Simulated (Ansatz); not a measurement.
# CsPbCl3 (model cell, started as cubic perovskite with Pb in the octahedra): the cell at rest

Task: relax CsPbCl3 (model cell, started as cubic perovskite with Pb in the octahedra) tightly.

Calculated with Ansatz 0.2.0; DFT PBE, scalar-relativistic, plane waves, PAW; PAW set soft_1.

## Step 1: Starting point

Symmetry: Pm-3m, No. 221, cubic system. The conventional cell has a = 5.600 Å, b = 5.600 Å, c = 5.600 Å, α = 90.00°, β = 90.00°, γ = 90.00°. Nearest to Cs lie 12 Cl at 3.96 Å. Nearest to Pb lie 6 Cl at 2.80 Å. Cl has 2 Pb at 2.80 Å and 4 Cs at 3.96 Å nearest. Farther neighbours and most contacts between anions are not listed.

## Step 2: Probe on a coarse mesh

First a cheap look: the gap decides the mesh and the occupations, the pressure tells how far the cell has to move.

input.yaml

```yaml
crystal:
  lattice:
    - [5.6, 0.0, 0.0]
    - [0.0, 5.6, 0.0]
    - [0.0, 0.0, 5.6]
  atoms:
    - { symbol: Cs, position: [0.0, 0.0, 0.0] }
    - { symbol: Pb, position: [0.5, 0.5, 0.5] }
    - { symbol: Cl, position: [0.5, 0.5, 0.0] }
    - { symbol: Cl, position: [0.5, 0.0, 0.5] }
    - { symbol: Cl, position: [0.0, 0.5, 0.5] }
kpoints:
  mp_grid: { grid: [4, 4, 4] }
hamiltonian:
  xc: pbe
  pseudopotentials: { kind: paw, azcp: { folder: soft_1 } }
scf:
  occupations: { method: gaussian, width: 0.1 }
output:
  forces: true
  stress: true
  eigenvalues: true
```

Command:

```
$ ansatz run input.yaml --threads 8 --pin off --max-ram 16384MiB --backend cpu --events-out ev --progress --plain --runs-dir out
```

Numbers of over 12 decimals in the logs are rounded to 6 here.

The log of the run:

```text
Engine: ansatz 0.2.0, aarch64-unknown-linux-gnu
Pseudopotentials: kind: paw
Pseudopotential: Cs, paw, valence charge 9, recommended cutoff 420 eV (normal), soft_1/Cs.paw.azcp
Pseudopotential: Pb, paw, valence charge 14, recommended cutoff 420 eV (normal), soft_1/Pb.paw.azcp
Pseudopotential: Cl, paw, valence charge 7, recommended cutoff 420 eV (normal), soft_1/Cl.paw.azcp
Functional definition: PBE
[...]
k-point 0: bands = [... 18 lower, 1.5284, 1.6372, 1.6372, 1.6372, 7.5224, 8.4522, 8.4522, 9.3626, ... 1 higher]
  k-point 1: bands = [... 18 lower, 1.4791, 1.5819, 1.5819, 1.7374, 8.0304, 8.8120, 8.8583, 9.0146, ... 1 higher]
  k-point 2: bands = [... 18 lower, 1.4305, 1.5256, 1.5256, 2.4915, 7.2149, 8.8612, 9.3659, 9.5189, ... 1 higher]
  k-point 9: bands = [... 18 lower, 1.9579, 1.9579, 1.9579, 4.1930, 6.1179, 6.1179, 6.1179, 9.2789, ... 1 higher]
[key lines of the parts left out:]
SCF converged after 8 iterations
Free energy (F): -20825.812731 eV
Fermi energy:    5.152631 eV
P = ⅓ Tr σ = 1.9391 GPa (19.391 kbar)
```

The job ended after 1.3 s (8 threads of Arm Neoverse V1, shared host; peak memory 0.55 GiB; 4.9 s of CPU time).

This step gave:

| Item | Value |
| --- | --- |
| pressure | 1.939 GPa |
| gap on the k-mesh | 1.925 eV |
| volume per atom | 35.12 Å³ |
| direct gap on mesh | 1.925 eV |

The coarse mesh shows a gap of 1.92 eV and a pressure of 1.9 GPa.

## Step 3: Bringing the structure to rest

Harmonic phonons are second derivatives at a point where the forces vanish, and they are wanted at zero stress, so atoms and cell are relaxed first.

input.yaml, the sections that differ from step 2:

```yaml
kpoints:
  mp_grid: { grid: [6, 6, 6] }
scf:
  occupations: { method: gaussian, width: 0.02 }
relax:
  adjacent_minimum: "off"
  f_tol: 0.005
  max_steps: 80
  cell: { stress_tol: 0.05 }
# crystal, hamiltonian, output: as in step 2
```

The log of the run:

```text
[...]
Crystal: 5 atoms, lattice volume = 175.616 Å³
Basis set: ecut = 420 eV, 3407 PW (Γ), exchange–correlation on 80×80×80 points (8 copies of the dense FFT grid, shifted against one another)
Bands: 27, of which v1, the nominal top of the filled ones, is band 22 counted from 1 (21 counted from 0)
Symmetry: 48 space group operations
[...]
k-points: 20 of 216
[...]
SCF iter   1: F=—  HF=-20826.814300 eV  |F-HF|=—  |Δ(HF+E_count)|=         —  Δρ=2.28e-2  dr2=2.01e0  ethr=3.10e-3  ⟨swp⟩=7.4  Hψ=2809  notcnv=0
[...]
SCF iter   8: F=-20825.834347 eV  HF=-20825.834347 eV  |F-HF|=2.51e-9  |Δ(HF+E_count)|=   1.25e-7  Δρ=1.52e-6  dr2=5.72e-9  ethr=2.27e-10  ⟨swp⟩=13.8  Hψ=3318  notcnv=0
SCF 1 converged in 8 iterations: F = -20825.834347 eV  dr2 = 5.72e-9
[...]
relax step   1: F+E_penalty+E_count = -20825.83434663 eV  Δ(F+E_penalty+E_count) = +0.000e0 eV  max|allowed force component| = 3.762e-28 eV/Å  Δτ_max = 0.0000 Å  P = +1.854 GPa  Ω = 175.616 Å³  (8 SCF iters, dr2 threshold 1.00e-7 eV, accepted)
Crystal: 5 atoms, lattice volume = 184.038 Å³
Basis set: ecut = 420 eV, 3695 PW (Γ), exchange–correlation on 80×80×80 points (8 copies of the dense FFT grid, shifted against one another)
[...]
iter 1 solved again at ethr=1.25e-5 eV; its pass at ethr=3.10e-3 eV (dr2=5.51e-3 eV) is discarded
[...]
SCF iter   5: F=-20825.896416 eV  HF=-20825.896416 eV  |F-HF|=8.75e-8  |Δ(HF+E_count)|=   4.10e-6  Δρ=5.47e-6  dr2=5.24e-8  ethr=1.14e-9  ⟨swp⟩=6.7  Hψ=3113  notcnv=0
SCF 2 converged in 5 iterations: F = -20825.896416 eV  dr2 = 5.24e-8
relax step   2: F+E_penalty+E_count = -20825.89641572 eV  Δ(F+E_penalty+E_count) = -6.207e-2 eV  max|allowed force component| = 2.949e-29 eV/Å  Δτ_max = 0.0000 Å  P = +0.578 GPa  Ω = 184.038 Å³  energy of the carried Pulay correction = -4.188e-4 eV  (5 SCF iters, dr2 threshold 5.00e-7 eV, accepted)
Crystal: 5 atoms, lattice volume = 188.121 Å³
Basis set: ecut = 420 eV, 3743 PW (Γ), exchange–correlation on 80×80×80 points (8 copies of the dense FFT grid, shifted against one another)
[...]
SCF iter   5: F=-20825.904304 eV  HF=-20825.904304 eV  |F-HF|=2.51e-8  |Δ(HF+E_count)|=   7.79e-7  Δρ=3.12e-6  dr2=2.05e-8  ethr=1.14e-9  ⟨swp⟩=8.4  Hψ=2704  notcnv=0
SCF 3 converged in 5 iterations: F = -20825.904304 eV  dr2 = 2.05e-8
[...]
relax step   3: F+E_penalty+E_count = -20825.90430403 eV  Δ(F+E_penalty+E_count) = -7.888e-3 eV  max|allowed force component| = 1.702e-29 eV/Å  Δτ_max = 0.0000 Å  P = +0.067 GPa  Ω = 188.121 Å³  energy of the carried Pulay correction = -6.105e-4 eV  (5 SCF iters, dr2 threshold 5.00e-7 eV, accepted)
[...]
relax step   4: F+E_penalty+E_count = -20825.90439744 eV  Δ(F+E_penalty+E_count) = -9.341e-5 eV  max|allowed force component| = 1.360e-29 eV/Å  Δτ_max = 0.0000 Å  P = +0.003 GPa  Ω = 188.667 Å³  energy of the carried Pulay correction = -6.357e-4 eV  (5 SCF iters, dr2 threshold 1.11e-8 eV, accepted)
[...]
SCF iter   5: F=-20825.905036 eV  HF=-20825.905036 eV  |F-HF|=4.91e-10  |Δ(HF+E_count)|=  4.11e-10  Δρ=1.01e-7  dr2=1.00e-11  ethr=1.00e-12  ⟨swp⟩=5.5  Hψ=2192  notcnv=0
SCF 5 converged in 5 iterations: F = -20825.905036 eV  dr2 = 1.00e-11
relax step   5: F+E_penalty+E_count = -20825.90503637 eV  Δ(F+E_penalty+E_count) = -6.389e-4 eV  max|allowed force component| = 2.006e-29 eV/Å  Δτ_max = 0.0000 Å  P = +0.003 GPa  Ω = 188.667 Å³  stress off target by 2.68e-3 GPa  SCF on the basis re-selected at this cell (its energy is not comparable with the rows above)  (5 SCF iters)
basis re-selected at this cell: Δ(F+E_penalty+E_count) = -6.389e-4 eV, ΔP = -0.000 GPa vs the last step (what re-selecting the basis moved, of the pressure what is left beyond the Pulay correction that the steps carried, after the strain that the cell walked since its last selection, with what the two solves' SCF thresholds leave and, on support functions, any second-order correction that the steps lacked; it is no m [...]
SCF converged after 5 iterations
Free energy (F): -20825.905036 eV
[...]
Internal energy: -20825.905036 eV  (E = F + TS)
E sigma→0 (E₀):  -20825.905036 eV
Fermi energy:    4.252925 eV
[...]
--- Stress (GPa, compression-positive) ---
        0.002682      -0.000000      -0.000000
       -0.000000       0.002682       0.000000
       -0.000000       0.000000       0.002682
  P = ⅓ Tr σ = 0.0027 GPa (0.027 kbar)
--- Band table (eV; the first three rows and the last of 20) ---
  k-point 0: bands = [... 18 lower, 1.0309, 1.1077, 1.1077, 1.1077, 6.8209, 7.8960, 7.8960, 8.7737, ... 1 higher]
  k-point 1: bands = [... 18 lower, 1.0087, 1.0853, 1.0853, 1.1060, 7.0494, 8.0440, 8.0698, 8.5541, ... 1 higher]
  k-point 2: bands = [... 18 lower, 0.9604, 1.0438, 1.0438, 1.3230, 6.9671, 7.8300, 8.4697, 8.5607, ... 1 higher]
  k-point 19: bands = [... 18 lower, 1.4052, 1.4052, 1.4052, 3.1436, 5.3624, 5.3624, 5.3624, 8.5750, ... 1 higher]
--- Relaxed structure (4 steps of the walk, 4 accepted, 1 SCFs on fresh bases) ---
  F+E_penalty+E_count = -20825.90503637 eV   max|allowed force component| = 2.006e-29 eV/Å   (the final SCF, on the basis selected at the relaxed cell)
  cell:  # Å, volume = 188.6670 Å³
    - [5.735422, 0, 0]
    - [0, 5.735422, 0.0]
    - [0, 0.0, 5.735422]
  atoms:
    - { symbol: Cs, position: [0, 0, 0] }
    - { symbol: Pb, position: [0.5, 0.5, 0.5] }
    - { symbol: Cl, position: [0.5, 0.5, 0] }
    - { symbol: Cl, position: [0.5, 0, 0.5] }
    - { symbol: Cl, position: [0, 0.5, 0.5] }
```

Wall time 4.8 s (8 threads); peak memory 0.65 GiB; 34 s of CPU time.

Relaxation path:

```csv
step,energy less that of the first step (eV),largest force component (eV/Å),pressure (GPa),volume (Å³)
1,0.0000,0.0000,1.85,175.62
2,-0.0621,0.0000,0.58,184.04
3,-0.0700,0.0000,0.07,188.12
4,-0.0700,0.0000,0.00,188.67
5*,-0.0707,0.0000,0.00,188.67
```

Relaxation steps marked * repeat the geometry before them on a plane-wave basis chosen anew for their cell, so energy and pressure can jump there.

Forces are held to the 48 operations that the run works with; a distortion that breaks them can't arise in this run.

```csv
"conventional cell, symmetrised",before,after,change
a (Å),5.600,5.735,+2.4 %
b (Å),5.600,5.735,+2.4 %
c (Å),5.600,5.735,+2.4 %
volume (Å³/atom),35.12,37.73,+7.4 %
```

Final coordinates:

```cif
data_structure
_symmetry_space_group_name_H-M 'P 1'
_symmetry_Int_Tables_number 1
_cell_length_a 5.7354
_cell_length_b 5.7354
_cell_length_c 5.7354
_cell_angle_alpha 90.000
_cell_angle_beta 90.000
_cell_angle_gamma 90.000
_cell_volume 188.67
loop_
_atom_site_label
_atom_site_type_symbol
_atom_site_fract_x
_atom_site_fract_y
_atom_site_fract_z
_atom_site_occupancy
Cs1 Cs 0.00000 0.00000 0.00000 1
Pb2 Pb 0.50000 0.50000 0.50000 1
Cl3 Cl 0.50000 0.50000 0.00000 1
Cl4 Cl 0.50000 0.00000 0.50000 1
Cl5 Cl 0.00000 0.50000 0.50000 1
```

Numbers from this step:

```yaml
pressure: 0.002682 GPa
gap_on_the_k_mesh: 2.219 eV
volume_per_atom: 37.73 Å³
direct_gap_on_mesh: 2.219 eV
```

In this step the volume went from 35.12 to 37.73 Å³/atom.

## Step 4: Relaxing to small forces for the phonons, k-mesh 6×6×6

Phonons need a cell at rest on their own settings, so the relaxation is repeated with tight tolerances on forces and stress, using the mesh and the filling of the phonon run that follows.

input.yaml, the sections that differ from step 3:

```yaml
crystal:
  lattice:
    - [5.7354216158, 0.0, 0.0]
    - [0.0, 5.7354216158, 0.0]
    - [0.0, 0.0, 5.7354216158]
  atoms:
    - { symbol: Cs, position: [0.0, 0.0, 0.0] }
    - { symbol: Pb, position: [0.5, 0.5, 0.5] }
    - { symbol: Cl, position: [0.5, 0.5, 0.0] }
    - { symbol: Cl, position: [0.5, 0.0, 0.5] }
    - { symbol: Cl, position: [0.0, 0.5, 0.5] }
scf:
  occupations: { method: fixed }
relax:
  adjacent_minimum: "off"
  f_tol: 0.001
  max_steps: 60
  cell: { stress_tol: 0.01 }
# kpoints, hamiltonian, output: as in step 3
```

The log of the run:

```text
[...]
Crystal: 5 atoms, lattice volume = 188.667 Å³
Basis set: ecut = 420 eV, 3743 PW (Γ), exchange–correlation on 80×80×80 points (8 copies of the dense FFT grid, shifted against one another)
Bands: 27, of which v1, the nominal top of the filled ones, is band 22 counted from 1 (21 counted from 0)
[... 1 set-up line as in the run before ...]
[...]
k-points: 20 of 216
[...]
--- Relaxed structure (1 steps of the walk, 1 accepted, 1 SCFs on fresh bases) ---
[...]
cell:  # Å, volume = 188.6670 Å³
    - [5.7354216158, 0.0, 0.0]
    - [0.0, 5.7354216158, 0.0]
    - [0.0, 0.0, 5.7354216158]
  atoms:
    - { symbol: Cs, position: [0.0, 0.0, 0.0] }
    - { symbol: Pb, position: [0.5, 0.5, 0.5] }
    - { symbol: Cl, position: [0.5, 0.5, 0.0] }
    - { symbol: Cl, position: [0.5, 0.0, 0.5] }
    - { symbol: Cl, position: [0.0, 0.5, 0.5] }
[key lines of the parts left out:]
SCF converged after 5 iterations
Free energy (F): -20825.905036 eV
Fermi energy:    3.143621 eV
P = ⅓ Tr σ = 0.0027 GPa (0.027 kbar)
```

Run time: 2.3 s. Hardware: 8 threads; peak memory 0.64 GiB.

Little changed from the start: no atom moved by 0.005 Å and no cell edge by 0.1 %.

Numbers from this step:

| Property | Result |
| --- | --- |
| pressure | 0.002680 GPa |

The forces vanish by symmetry and the pressure is 0.003 GPa, within the tolerances set. The cell now holds 37.73 Å³/atom.

## Step 5: Tight relaxation, k-mesh 8×8×8

The k mesh is raised to 8×8×8 since a zone-centre run on the first mesh warned that it was too coarse for the force constants, and the cell is relaxed again on it.

Edit input.yaml of step 4 so:

```diff
@@ -12,3 +12,3 @@
 kpoints:
-  mp_grid: { grid: [6, 6, 6] }
+  mp_grid: { grid: [8, 8, 8] }
 hamiltonian:
@@ -22,2 +22,6 @@
   eigenvalues: true
+  write_density: true
+  write_potential: true
+  elf: true
+  volumetric_format: npy
 relax:
```

The log of the run:

```text
[...]
Crystal: 5 atoms, lattice volume = 188.667 Å³
Basis set: ecut = 420 eV, 3743 PW (Γ), exchange–correlation on 80×80×80 points (8 copies of the dense FFT grid, shifted against one another)
Bands: 27, of which v1, the nominal top of the filled ones, is band 22 counted from 1 (21 counted from 0)
[... 1 set-up line as in the run before ...]
[...]
k-points: 35 of 512
[...]
--- Relaxed structure (1 steps of the walk, 1 accepted, 1 SCFs on fresh bases) ---
[...]
cell:  # Å, volume = 188.6670 Å³
    - [5.7354216158, 0.0, 0.0]
    - [0.0, 5.7354216158, 0.0]
    - [0.0, 0.0, 5.7354216158]
  atoms:
    - { symbol: Cs, position: [0.0, 0.0, 0.0] }
    - { symbol: Pb, position: [0.5, 0.5, 0.5] }
    - { symbol: Cl, position: [0.5, 0.5, 0.0] }
    - { symbol: Cl, position: [0.5, 0.0, 0.5] }
    - { symbol: Cl, position: [0.0, 0.5, 0.5] }
[key lines of the parts left out:]
SCF converged after 5 iterations
Free energy (F): -20825.906041 eV
Fermi energy:    3.143472 eV
P = ⅓ Tr σ = -0.0027 GPa (-0.027 kbar)
```

Wall time 4 s (8 threads); peak memory 0.68 GiB.

Little changed from the start: no atom moved by 0.005 Å and no cell edge by 0.1 %.

This step gave:

| Item | Value |
| --- | --- |
| pressure | -0.002731 GPa |

Electrostatic potential energy in the ac plane at fractional y = 0.500, with atoms of Pb and Cl within 0.2 Å of it. With pseudopotentials it is smooth inside the atoms' cores, unlike the true potential.

Ten even steps from '_' (-38 eV) to '@' (8 eV), each cell a mean:
```
@@@@@@@@@@%%--____..**@@@@@@@@@@
@@@@@@@@@@@@**--::==%%@@@@@@@@@@
@@@@@@@@@@@@@@%%##%%@@@@@@@@@@@@
@@@@@@@@@@@@@@%%%%@@@@@@@@@@@@@@
@@@@@@@@@@@@%%######%%@@@@@@@@@@
++##@@@@@@%%++::..--**%%@@@@%%**
__::**@@%%**..______--##@@%%==..
____++%%%%==____..__..##%%##::__
__..++%%%%++________::##%%%%--__
::==%%@@@@##--____..++%%@@@@**--
%%@@@@@@@@%%##++==**%%@@@@@@@@%%
@@@@@@@@@@@@@@%%%%%%@@@@@@@@@@@@
@@@@@@@@@@@@@@%%%%@@@@@@@@@@@@@@
@@@@@@@@@@@@%%++++**@@@@@@@@@@@@
@@@@@@@@@@@@==..__::##@@@@@@@@@@
@@@@@@@@@@%%::______++@@@@@@@@@@
```
Columns run along a (5.7 Å; values clipped at the 3rd and 97th percentile), rows up along c (5.7 Å). Atoms in or near the plane, at fractional coordinates: Pb at (0.50, 0.50), Cl at (0.50, 0.00), Cl at (0.00, 0.50).

ELF in the ac plane at fractional y = 0.500, with atoms of Pb and Cl within 0.2 Å of it. It is the smooth field of the valence electrons, not physical close to the nuclei.

Ten even steps from '0' (0.00) to '9' (0.88), each cell a mean:
```
0003799758985100
0001589999973000
2100157887630001
6420012332200035
9851012332200378
9984134555422699
8995244213522798
3796243001533895
5896244102533897
9984135434422799
9973023444311589
7630001222100157
3200034665410013
0000378999852000
0002699879984100
0003799538996200
```
Columns run along a (5.7 Å), rows up along c (5.7 Å). Atoms in or near the plane, at fractional coordinates: Pb at (0.50, 0.50), Cl at (0.50, 0.00), Cl at (0.00, 0.50).

Valence density in the ac plane at fractional y = 0.500, with atoms of Pb and Cl within 0.2 Å of it. It is the smooth field of the valence electrons, not physical close to the nuclei.

Ten steps, logarithmic in the rise over the least value, from '_' (0.0 e/Å³) to '@' (7.1 e/Å³), each cell a mean:
```
________::==********++--..______
________..--++******==::..______
________..::--======--..________
....______..::----::::..____....
----::......::--==--::......::--
++++--::..--++******==::::--==++
****++--::==##%%@@%%**--::==****
++**++==--++%%@@@@@@**==--==****
****++----==##@@@@%%**----==****
****==::::--**##%%##++::::--++**
====::....::--==++==--....::--==
::::..____..::----::....__....::
__________..::--==--::..________
________..::==++++++--::________
________::==********++--..______
________::==****++**++--..______
```
Columns run along a (5.7 Å), rows up along c (5.7 Å). Atoms in or near the plane, at fractional coordinates: Pb at (0.50, 0.50), Cl at (0.50, 0.00), Cl at (0.00, 0.50).

The forces vanish by symmetry and the pressure is -0.003 GPa, within the tolerances set. The cell now holds 37.73 Å³/atom.

## Step 6: Summary of results

```yaml
space_group_after_relaxation_within_0p01_a: Pm-3m
lattice_constant_a: 5.735 Å
lattice_constant_b: 5.735 Å
lattice_constant_c: 5.735 Å
volume_per_atom: 37.7 Å³
gap_on_the_k_mesh: 2.22 eV
```

**Reading.** The forces vanish by symmetry and the pressure is -0.003 GPa, within the tolerances set. The cell now holds 37.73 Å³/atom. The relaxation keeps the symmetry of its start, so it says nothing on stability against lower symmetry. Spin-orbit coupling is left out, which can matter for the heavy elements here. The starting cell was built on a prototype and not taken from a measurement, so the phase need not exist.

[Logs are printed without paths, hosts, clocks, repeated set-up lines and the standing remarks that a program may print on its own settings, such as how far it seeks lower states.]

[Hosts, paths, dates, database ids (printed as entryN), source tags and the programs' standing remarks are cut or masked in the printed files.]
